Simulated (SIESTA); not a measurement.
The system is TaN.

```
Ta N
1.0
     0.00000    2.21132    2.21132
     2.21132    0.00000    2.21132
     2.21132    2.21132    0.00000
Ta N
1 1
Direct
  0.50000 0.50000 0.50000
  0.00000 0.00000 0.00000
```

The cell comes from a database or a generator and needn't be the stable form of this composition.

Base run:

```yaml
Program: SIESTA 5.4.2
Functional: PBE
Potentials_or_basis: PseudoDojo 0.4 standard (PBE files)
Basis: DZP (energy shift 0.003 Ry; two zetas on semicore shells)
Grid_cutoff: 800 Ry
Energy_shift: 0.003 Ry
k_mesh: 10 × 10 × 10
Occupations: fermi-dirac, width 0.05 eV
Spin: no spin polarisation
```

Its results: band gap on the k mesh none (metal or under the smearing width); pressure 5.1 GPa.

Problem. After a change of settings the same cell gave: band gap on the k mesh none (metal or under the smearing width); pressure 7.3 GPa. Which change was it?
A. basis from DZP (energy shift 0.003 Ry; two zetas on semicore shells) to SZ (energy shift 0.003 Ry)
B. basis from DZP (energy shift 0.003 Ry; two zetas on semicore shells) to TZP (energy shift 0.003 Ry; two zetas on semicore shells)
C. basis from DZP (energy shift 0.003 Ry; two zetas on semicore shells) to DZDP (energy shift 0.003 Ry; two zetas on semicore shells)
D. basis from DZP (energy shift 0.003 Ry; two zetas on semicore shells) to SZP (energy shift 0.003 Ry)

Solution. D.

Caveats: short orbitals over semicore shells can move pressures by several GPa; the basis of atomic orbitals isn't converged, which shifts pressures, moduli and gaps; spin-orbit coupling is left out, which moves the levels of the heavy elements (some runs).
